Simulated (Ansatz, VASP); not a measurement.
## H: VASP beside Ansatz

Contents of INCAR:

```
ALGO = Normal ; EDIFF = 1E-7
ENCUT = 520 ; ISIF = 2
ISMEAR = 0 ; LASPH = T
LCHARG = F ; LREAL = F
LWAVE = F ; NBANDS = 10
NELM = 100 ; PREC = Accurate
SIGMA = 0.05
```

The input KPOINTS:

```
k-points
0
Gamma
  8 8 4
```

The input POSCAR:

```
H
1.0
    1.6897451565     -2.7999804357      0.0000000000
    1.6897451565      2.7999804357      0.0000000000
    0.0000000000      0.0000000000      6.3137686200
H
4
Direct
    0.5678085000      0.4321915000      0.9995149500
    0.4321915000      0.5678085000      0.0004850500
    0.4321915000      0.5678085000      0.4995149500
    0.5678085000      0.4321915000      0.5004850500
```

Input for Ansatz:

```yaml
crystal:
  lattice:
    - [1.6897451565, -2.7999804357, 0.0]
    - [1.6897451565, 2.7999804357, 0.0]
    - [0.0, 0.0, 6.31376862]
  atoms:
    - { symbol: H, position: [0.5678085, 0.4321915, 0.99951495] }
    - { symbol: H, position: [0.4321915, 0.5678085, 0.00048505] }
    - { symbol: H, position: [0.4321915, 0.5678085, 0.49951495] }
    - { symbol: H, position: [0.5678085, 0.4321915, 0.50048505] }
basis:
  ecutwfc: 420
kpoints:
  mp_grid: { grid: [8, 8, 4] }
hamiltonian:
  xc: lda
scf:
  occupations: { method: gaussian, width: 0.05 }
output:
  forces: true
  stress: true
  eigenvalues: true
```

Change from the starting cell: strain +0.025 along x and y, +0.000 along z, atoms carried along.

Alike in both runs: task single point; functional LDA; k mesh 8 × 8 × 4; occupations gaussian, width 0.05 eV; no spin polarisation.

|  | VASP | Ansatz |
| --- | --- | --- |
| version | VASP 6.6.1 | Ansatz 0.2.0 |
| potentials or method | VASP PAW LDA potentials, release 64 (H) | scalar-relativistic, plane waves, PAW |
| plane-wave cutoff (eV) | 520 | 420 |
| valence electrons in the cell | 4 | 4 |

|  | VASP | Ansatz | Ansatz less VASP |
| --- | --- | --- | --- |
| gap on the k mesh at the Fermi level (eV) | 7.66 | 7.66 | +0.005 |
| least direct gap on the mesh (eV) | 7.66 | 7.67 | +0.005 |
| pressure (GPa) | -0.2 | 0.0 | +0.13 |
| largest component of the traceless stress (GPa) | 0.65 | 0.63 | -0.016 |
| rms of the force components (eV/Å) | 0.183 | 0.175 | -0.0077 |

Atom by atom the forces differ by 0.008 eV/Å (rms over components).

A k mesh can miss the band edges.
